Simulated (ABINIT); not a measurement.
# TaN (Fm-3m) in ABINIT: settings compared

The runs below take TaN through band structure, with LDA, RPBE.

Program: ABINIT 10.8.3 (patched build). These are calculated values, not measurements. Logs are shortened: lines on timing, memory, paths and dates and some standing lists are left out, and cuts for length are marked. The log counts tension as positive stress, the text compression.

## Step 1: The crystal as given

It takes space group Fm-3m (No. 225, cubic). Conventional cell: a = 4.423 Å, b = 4.423 Å, c = 4.423 Å, α = 90.00°, β = 90.00°, γ = 90.00°. Around Ta (site symmetry m-3m) lie 6 N at 2.21 Å. N (site symmetry m-3m) is surrounded by 6 Ta at 2.21 Å.

The cell comes from a database or a generator and needn't be the stable form of this composition.

## Step 2: Band structure, LDA, spin-orbit coupling, no magnetisation

Input file run.abi:

```
# Datasets: ground state, then fixed potential
ndtset 2

# Pseudopotentials
pp_dirpath "./"
pseudos "Ta.LDA_PW-JTH.xml, N.LDA_PW-JTH.xml"

# Structure
acell 3.1272829774 3.1272829774 3.1272829774 Angstrom
rprim
     0.0000000000     0.7071067812     0.7071067812
     0.7071067812     0.0000000000     0.7071067812
     0.7071067812     0.7071067812     0.0000000000
ntypat 2
znucl 73 7
natom 2
typat 1 2
xred
     0.5000000000     0.5000000000     0.5000000000
     0.0000000000     0.0000000000     0.0000000000

# Plane-wave basis
ecut 680.284656 eV
pawecutdg 47.0

# Exchange and correlation
ixc 7

# Bands and occupations
occopt 3
tsmear 0.05 eV

# Spin
nspinor 2
nspden 1
pawspnorb 1

# SCF cycle
nstep 100

# Output
iomode 3
prtwf 0
prteig 0
prtebands 0
enunit 1
prtden1 1

# Dataset 1
kptopt1 4
ngkpt1 10 10 10
nshiftk1 1
shiftk1 0.0 0.0 0.0
nband1 26
tolvrs1 1.0e-9

# Dataset 2: bands along G-X-W-K-G-L-U-W-L-K
iscf2 -2
getden2 1
nband2 34
nbdbuf2 2
tolwfr2 1.0e-12
kptopt2 -9
ndivsm2 5
prteig2 1
prtvol2 -3
kptbounds2
     0.0000000000     0.0000000000     0.0000000000
     0.5000000000     0.0000000000     0.5000000000
     0.5000000000     0.2500000000     0.7500000000
     0.3750000000     0.3750000000     0.7500000000
     0.0000000000     0.0000000000     0.0000000000
     0.5000000000     0.5000000000     0.5000000000
     0.6250000000     0.2500000000     0.6250000000
     0.5000000000     0.2500000000     0.7500000000
     0.5000000000     0.5000000000     0.5000000000
     0.3750000000     0.3750000000     0.7500000000
```

Potentials or basis: JTH PAW LDA v2.0.

Run with:

```console
$ abinit run.abi > log 2>&1
```

run.abo:

```text
.Version 10.8.3 of ABINIT
 DATASET    1 : space group F4 3 2 (#209); Bravais cF (face-center cubic)
================================================================================
 Values of the parameters that define the memory need for DATASET  1.
     intxc =       0    ionmov =       0      iscf =      17    lmnmax =      18
     lnmax =       6     mgfft =      30  mpssoang =       3    mqgrid =    3001
     natom =       2  nloc_mem =       2    nspden =       1   nspinor =       2
    nsppol =       1      nsym =      24    n1xccc =       1    ntypat =       2
    occopt =       3   xclevel =       1
       mpw =         893          nfft =       27000          nkpt =          55
 PAW method is used; the additional fine FFT grid is defined by:
   mgfftf=        40    nfftf =     64000
================================================================================
================================================================================

 DATASET    2 : space group F4 3 2 (#209); Bravais cF (face-center cubic)
================================================================================
 Values of the parameters that define the memory need for DATASET  2.
     intxc =       0    ionmov =       0      iscf =      -2    lmnmax =      18
     lnmax =       6     mgfft =      30  mpssoang =       3    mqgrid =    3001
     natom =       2  nloc_mem =       2    nspden =       1   nspinor =       2
    nsppol =       1      nsym =      24    n1xccc =       1    ntypat =       2
    occopt =       3   xclevel =       1
       mpw =         893          nfft =       27000          nkpt =          87
 PAW method is used; the additional fine FFT grid is defined by:
   mgfftf=        40    nfftf =     64000
================================================================================
================================================================================

--------------------------------------------------------------------------------
------------- Echo of variables that govern the present computation ------------
--------------------------------------------------------------------------------
 -outvars: echo values of preprocessed input variables --------
            acell      5.9097083455E+00  5.9097083455E+00  5.9097083455E+00 Bohr
              amu      1.80947900E+02  1.40067400E+01
             ecut      2.50000000E+01 Hartree
           enunit           1
           getden1          0
           getden2          1
             iscf1         17
             iscf2         -2
              ixc           7
           jdtset        1    2
           kptopt1          4
           kptopt2         -9
[... 1383 lines left out ...]
cartesian_forces: null
force_length_stats: {min: null, max: null, mean: null, }
...

 Integrated electronic density in atomic spheres:
 ------------------------------------------------
 Atom  Sphere_radius  Integrated_density
    1        2.41973         10.73726468
    2        1.20497          2.53277471

================================================================================

 ----iterations are completed or convergence reached----

 Mean square residual over all n,k,spin=   50.360E-14; max=  99.833E-14
 reduced coordinates (array xred) for    2 atoms
       0.500000000000      0.500000000000      0.500000000000
       0.000000000000      0.000000000000      0.000000000000

 cartesian coordinates (angstrom) at end:
    1      2.21132300005087     2.21132300005087     2.21132300005087
    2      0.00000000000000     0.00000000000000     0.00000000000000
 length scales=  5.909708345499  5.909708345499  5.909708345499 bohr
              =  3.127282977400  3.127282977400  3.127282977400 angstroms
 Eigenvalues (   eV  ) for nkpt=  87  k points:
 kpt#   1, nband= 34, wtk=  1.00000, kpt=  0.0000  0.0000  0.0000 (reduced coord)
 -63.58062  -63.58062  -35.26732  -35.26732  -27.24091  -27.24091  -27.24091  -27.24091
 -12.50589  -12.50589    2.11733    2.11733    2.31438    2.31438    2.31438    2.31438
   3.72453    3.72453    3.72453    3.72453    4.10454    4.10454    5.99465    5.99465
   5.99465    5.99465    7.50704    7.50704   15.43883   15.43883   29.68295   29.68295
  29.68295   29.68295
 kpt#   2, nband= 34, wtk=  1.00000, kpt=  0.0357  0.0000  0.0357 (reduced coord)
 -63.57974  -63.57974  -35.27059  -35.27059  -27.25154  -27.25154  -27.24519  -27.24519
 -12.46458  -12.46458    1.87961    1.87961    2.09442    2.09442    2.21561    2.21561
   3.71859    3.71859    3.90641    3.90641    4.21341    4.21341    6.01497    6.01497
   6.28488    6.28488    7.64986    7.64986   15.56542   15.56542   28.72611   28.72611
  29.35777   29.35778
 kpt#   3, nband= 34, wtk=  1.00000, kpt=  0.0714  0.0000  0.0714 (reduced coord)
 -63.57722  -63.57722  -35.28029  -35.28029  -27.28277  -27.28277  -27.25797  -27.25797
 -12.34471  -12.34471    1.14101    1.14101    1.83698    1.83698    2.00124    2.00124
   3.58735    3.58735    4.33231    4.33231    4.57676    4.57676    6.07653    6.07653
   6.77421    6.77421    8.19569    8.19569   15.93474   15.93474   27.43645   27.43645
[... 491 lines left out ...]
  11.71273   11.71273   14.61550   14.61550   15.97355   15.97355   18.35432   18.35432
  21.18400   21.18400
 kpt#  86, nband= 34, wtk=  1.00000, kpt=  0.3889  0.3889  0.7222 (reduced coord)
 -63.51439  -63.51439  -35.51101  -35.51101  -27.89845  -27.89845  -27.60937  -27.60937
 -10.51238  -10.51238   -1.94763   -1.94763   -0.75574   -0.75574   -0.24208   -0.24208
   4.21273    4.21273    8.00229    8.00229    8.34464    8.34464   10.40523   10.40523
  11.29410   11.29410   14.38792   14.38792   16.28410   16.28410   18.34510   18.34510
  21.69714   21.69714
 kpt#  87, nband= 34, wtk=  1.00000, kpt=  0.3750  0.3750  0.7500 (reduced coord)
 -63.51334  -63.51334  -35.51422  -35.51422  -27.89842  -27.89842  -27.62096  -27.62096
 -10.63249  -10.63249   -1.63428   -1.63428   -0.69546   -0.69546   -0.03541   -0.03541
   3.77796    3.77796    8.18240    8.18240    8.53317    8.53317   10.45079   10.45079
  10.84214   10.84214   14.05024   14.05024   16.19519   16.19519   18.76078   18.76078
  21.92417   21.92417

== END DATASET(S) ==============================================================
================================================================================

 -outvars: echo values of variables after computation  --------
            acell      5.9097083455E+00  5.9097083455E+00  5.9097083455E+00 Bohr
           etotal1    -6.9395250422E+01
            fcart1    -0.0000000000E+00 -0.0000000000E+00 -0.0000000000E+00
                      -0.0000000000E+00 -0.0000000000E+00 -0.0000000000E+00
            rprim      0.0000000000E+00  7.0710678120E-01  7.0710678120E-01
                       7.0710678120E-01  0.0000000000E+00  7.0710678120E-01
                       7.0710678120E-01  7.0710678120E-01  0.0000000000E+00
           strten1     5.9839033790E-04  5.9839033790E-04  5.9839033790E-04
                       0.0000000000E+00  0.0000000000E+00  0.0000000000E+00
           xangst      2.2113230001E+00  2.2113230001E+00  2.2113230001E+00
                       0.0000000000E+00  0.0000000000E+00  0.0000000000E+00
             xred      5.0000000000E-01  5.0000000000E-01  5.0000000000E-01
                       0.0000000000E+00  0.0000000000E+00  0.0000000000E+00
 Calculation completed.
```

It took 5.8 min on 1 thread of Arm Neoverse V1, shared host; peak memory 0.16 GiB.

What came out:

- Free energy: -1888.3410 eV
- Band gap on the k mesh: none (metal or under the smearing width)
- Valence electrons inside the program's atomic spheres: Ta 10.74; N 2.53

Levels at the corners of the path, in eV from the Fermi level:
```
point  band 14  band 15  band 16  band 17  band 18  band 19  band 20  band 21  band 22  band 23
    Γ    -3.66    -3.66    -3.66    -2.25    -2.25    -2.25    -2.25    -1.87    -1.87     0.02
    X    -5.36    -4.64    -4.64    -4.33    -4.33     1.94     1.94     3.09     3.09     3.65
    W    -6.91    -6.37    -6.37    -0.27    -0.27    -0.13    -0.13     3.25     3.25     4.12
    K    -6.67    -6.01    -6.01    -2.20    -2.20     2.21     2.21     2.56     2.56     4.48
    Γ    -3.66    -3.66    -3.66    -2.25    -2.25    -2.25    -2.25    -1.87    -1.87     0.02
    L    -7.49    -7.40    -7.40     1.66     1.66     1.72     1.72     2.14     2.14     3.84
    U    -6.67    -6.01    -6.01    -2.20    -2.20     2.21     2.21     2.56     2.56     4.48
    W    -6.91    -6.37    -6.37    -0.27    -0.27    -0.13    -0.13     3.25     3.25     4.12
    L    -7.49    -7.40    -7.40     1.66     1.66     1.72     1.72     2.14     2.14     3.84
    K    -6.67    -6.01    -6.01    -2.20    -2.20     2.21     2.21     2.56     2.56     4.48
```

Caveat: the highest band is partly filled, so the run has too few bands.

## Step 3: Band structure, RPBE, spin-orbit coupling, no magnetisation

Changes to run.abi since step 2:

```diff
@@ -5,10 +5,10 @@
 pp_dirpath "./"
-pseudos "Ta.LDA_PW-JTH.xml, N.LDA_PW-JTH.xml"
+pseudos "Ta.GGA_PBE-JTH.xml, N.GGA_PBE-JTH.xml"
 
 # Structure
-acell 3.1272829774 3.1272829774 3.1272829774 Angstrom
+acell 3*1.0 Angstrom
 rprim
-     0.0000000000     0.7071067812     0.7071067812
-     0.7071067812     0.0000000000     0.7071067812
-     0.7071067812     0.7071067812     0.0000000000
+     0.0000000000     2.2113230000     2.2113230000
+     2.2113230000     0.0000000000     2.2113230000
+     2.2113230000     2.2113230000     0.0000000000
 ntypat 2
@@ -22,3 +22,3 @@
 # Plane-wave basis
-ecut 680.284656 eV
+ecut 25.0
 pawecutdg 47.0
@@ -26,3 +26,3 @@
 # Exchange and correlation
-ixc 7
+ixc 15
 
@@ -30,3 +30,3 @@
 occopt 3
-tsmear 0.05 eV
+tsmear 0.00183747
```

Potentials or basis: JTH PAW PBE v2.0.

Run with:

```console
$ abinit run.abi > log 2>&1
```

Wall time 6 min (1 thread of Arm Neoverse V1, shared host); peak memory 0.17 GiB.

The run converged. Its results:

* Free energy: -1877.3024 eV
* Band gap on the k mesh: none (metal or under the smearing width)
* Valence electrons inside the program's atomic spheres: Ta 10.70; N 2.54

Levels at the corners of the path, in eV from the Fermi level:
```
point  band 16  band 17  band 18  band 19  band 20  band 21
    Γ    -3.73    -2.22    -2.22    -2.22    -2.22    -1.84
    X    -4.72    -4.41    -4.41     2.02     2.02     3.10
    W    -6.46    -0.28    -0.28    -0.13    -0.13     3.26
    K    -6.06    -2.21    -2.21     2.22     2.22     2.58
    Γ    -3.73    -2.22    -2.22    -2.22    -2.22    -1.84
    L    -7.42     1.68     1.68     1.75     1.75     2.16
    U    -6.06    -2.21    -2.21     2.22     2.22     2.58
    W    -6.46    -0.28    -0.28    -0.13    -0.13     3.26
    L    -7.42     1.68     1.68     1.75     1.75     2.16
    K    -6.06    -2.21    -2.21     2.22     2.22     2.58
```

Caveat: the highest band is partly filled, so the run has too few bands.
